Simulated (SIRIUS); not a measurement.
A run of SIRIUS 7.12.0 is set up as follows.

Contents of sirius.json:

```json
{
  "control": {
    "processing_unit": "cpu",
    "verbosity": 2,
    "num_bands_to_print": 20,
    "print_forces": true,
    "print_stress": true
  },
  "parameters": {
    "electronic_structure_method": "pseudopotential",
    "xc_functionals": ["XC_GGA_X_APBE", "XC_GGA_C_APBE"],
    "gk_cutoff": 8.2,
    "pw_cutoff": 16.4,
    "ngridk": [9, 9, 5],
    "shiftk": [0, 0, 0],
    "smearing": "fermi_dirac",
    "smearing_width": 0.0018374661,
    "num_bands": 20,
    "num_mag_dims": 0,
    "num_dft_iter": 100,
    "energy_tol": 1e-08,
    "density_tol": 1e-06
  },
  "iterative_solver": {
    "type": "davidson",
    "min_tolerance": 1e-10
  },
  "mixer": {
    "type": "anderson",
    "beta": 0.7,
    "max_history": 8
  },
  "settings": {
    "tol_ne": 1e-10,
    "pseudo_grid_cutoff": 6.5
  },
  "unit_cell": {
    "lattice_vectors": [
      [6.10759483479, 0.0, 0.0],
      [-3.053797417395, 5.289332282892, 0.0],
      [0.0, 0.0, 9.726420363449]
    ],
    "atom_coordinate_units": "lattice",
    "atom_types": ["Zr"],
    "atom_files": {
      "Zr": "Zr.json"
    },
    "atoms": {
      "Zr": [
        [0.6666666667, 0.3333333333, 0.75],
        [0.3333333333, 0.6666666667, 0.25]
      ]
    }
  }
}
```

Potentials or basis: PseudoDojo 0.4.1 PBE standard (scalar relativistic).

Run with:

```console
$ upf_to_json Zr.upf
$ OMP_NUM_THREADS=1 sirius.scf --input=sirius.json --output=out.json --task=0
```

Problem. Estimate the band gap on the k mesh.

Solution. None (metal or under the smearing width).

Problem. What does it give for the pressure?

Solution. 1.9 GPa.

Stress tensor (GPa, compression positive):
```
1.59 0.00 0.00
0.00 1.59 0.00
0.00 0.00 2.48
```

Caveat: the potentials were made for another functional, which shifts forces and pressure.
